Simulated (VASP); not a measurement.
```yaml
crystal:
  lattice:
    - [2.60507, 0.00000, 0.00000]
    - [0.00000, 2.65824, 0.00000]
    - [0.00000, 0.00000, 3.58095]
  atoms:
    - { symbol: Co, position: [0.00000, 0.00000, 0.00000], spin: 1.8 }
    - { symbol: Pt, position: [0.50000, 0.50000, 0.50000], spin: 0.4 }
```

Computed with PBEsol GGA, VASP's PBE PAW potentials (set 64) (plane waves; VASP). Run with 480 eV cut-off, 12×12×10 Γ-centred mesh, first-order Methfessel-Paxton smearing of 0.10 eV, potentials Co Pt.

Give the stress tensor in GPa (positive for a compressed cell).

```
15.52   0.00   0.00
 0.00   7.10   0.00
 0.00   0.00  12.27
```
The pressure is its mean diagonal, 11.63 GPa.

The compound is CoPt in the L1_0 structure. This cell was strained or had an atom moved on purpose.
